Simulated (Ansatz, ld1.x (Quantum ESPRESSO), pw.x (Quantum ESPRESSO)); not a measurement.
molybdenum (Mo): one change to the RRKJ potential, in the atom and in the fcc crystal

ld1.x (Quantum ESPRESSO) 7.5 input, shortened:

```
&input
   title='Mo', zed=42., rel=1, dft='PBE', iswitch=3,
   config='[Kr] 4d5 5s1 5p0'
 /
 &inputp
   pseudotype=2, tm=.false., rho0=0.005, lloc=0,
   nlcc=.true.
 /
3
5P  2  1   0.00   0.00  4.20  4.20  0.0
4D  3  2   5.00   0.00  1.50  1.50  0.0
5S  1  0   1.00   0.00  2.85  2.85  0.0
 &test
   configts(1)='4d5 5s1 5p0'
 /
```

Change: all radii but the core radius scaled by about 0.76 (s 2.16, p 3.18, d 1.14 bohr).

Cutoffs, loose and tight: the cutoffs (Ry, on a coarse ladder) from which the occupation-weighted sum of valence levels, in a spherical-Bessel basis at the reference potential, stays within 10 and 1 mRy of its value at 400 Ry. They do not see the model core or the augmentation charge, which bear on the density cutoff. Test errors are all-electron minus pseudo excitation energies from the reference, over the configurations 4d5 5s0 5p0; 4d4 5s0 5p0; 4d3 5s0 5p0; 4d4 5s2 5p0; 4d5 5s0 5p1; 4d6 5s0 5p0; 4d4 5s1 5p0; variants that change the core or the reference have their own tests.

Crystal test: fcc Mo in pw.x 7.5, no spin, 14³ k-points, Fermi–Dirac smearing 0.01 Ry, cutoffs set for each file from its atomic test. The reference is all-electron LAPW (Ansatz 0.2.0) with the same functional, mesh and smearing; V0 and B0 come from Birch–Murnaghan fits to the pressures at five volumes. Errors are pseudo minus all-electron; Δ is the rms difference of the E(V) curves that follow from these fits, minima aligned, over ±6 % about the mean V0. Mesh and smearing are coarse, so the numbers serve the comparison and aren't converged zero-temperature values; the lattice is a test structure that the element need not adopt.

All-electron: a0 = 4.005 Å (V0 = 16.06 Å³/atom), B0 = 235.3 GPa.

Question: Does the change bring the crystal closer to the all-electron result?

Answer: The mean pressure error goes from +9.12 to +6.28 GPa, so the change moves the solid closer to the all-electron pressures.

```
                       quantity       base    changed
                 outcome (atom)  generated  generated
           cutoff, loose (atom)      40 Ry      55 Ry
           cutoff, tight (atom)      70 Ry      80 Ry
            bound ghosts (atom)       none       none
largest test error (meV) (atom)       -652       -650
           cutoffs in pw.x (Ry)     85/340    100/400
                         a0 (Å)      4.052      4.038
                   a0 error (%)      +1.19      +0.84
                   B0 error (%)       -0.9       -1.5
                   Δ (meV/atom)       29.9       21.0
      mean pressure error (GPa)      +9.12      +6.28
```

Base: The largest radius (4.20 bohr) exceeds half the bond length (2.67 bohr), so the spheres overlap, which is one possible source of error among others. This is a poor potential for the solid. Changed file: The largest radius (3.18 bohr) exceeds half the bond length (2.67 bohr), so the spheres overlap, which is one possible source of error among others. This is a poor potential for the solid. The atomic cutoffs weigh occupied waves only.
